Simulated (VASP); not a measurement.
Write the native input for VASP 6.6.1 that does the following.

```
Task                   : single point
Functional             : PBEsol
Potentials or basis    : VASP PAW PBE potentials, release 64 (Al)
Cutoff                 : 520 eV
k mesh                 : 24 × 24 × 24
Occupations            : gaussian, width 0.1 eV
Spin                   : no spin polarisation
Dipole correction      : no
Further INCAR settings : ALGO = Fast; EDIFF = 1e-06; NBANDS = 8
```

The structure of Al lies in POSCAR:

```
Al
1.0
   -1.6062623449      1.6062623449      1.6062623449
    1.6062623449     -1.6062623449      1.6062623449
    1.6062623449      1.6062623449     -1.6062623449
Al
1
Direct
    0.0000000000      0.0000000000      0.0000000000
```

The cell was built by a generator and needn't be a form met in nature.

One way to write it, as run:

INCAR

```
PREC     = Accurate       # precision mode
ENCUT    = 520            # plane-wave cutoff, eV
EDIFF    = 1E-6           # SCF threshold, eV
ISMEAR   = 0              # smearing method
SIGMA    = 0.1            # smearing width, eV
LREAL    = F              # projectors in reciprocal space
LASPH    = T              # aspherical terms in the spheres
NELM     = 100            # most SCF steps
ALGO     = Fast           # electronic algorithm
ISIF     = 2              # what is computed and relaxed
LWAVE    = F              # write WAVECAR
LCHARG   = F              # write CHGCAR
GGA      = PS             # functional
NBANDS   = 8              # bands
```

KPOINTS

```
regular mesh
0
Gamma
  24 24 24
```

Potentials or basis: VASP PAW PBE potentials, release 64 (Al).

Launch:

```sh
$ cat potpaw_PBE.64/Al/POTCAR > POTCAR
$ mpirun -np 1 vasp_std > vasp.out
```

Results of the run:

| Item | Value |
| --- | --- |
| Pressure | 0.1 GPa |
| Band gap on the k mesh | none (metal or under the smearing width) |

Caveat: the PAW data sets were made with another functional, which shifts forces and pressure a little.

Wall time 19 s on 1 thread of Intel(R) Xeon(R) Platinum 8488C (Sapphire Rapids), with other jobs on the host, peak memory 0.17 GiB.
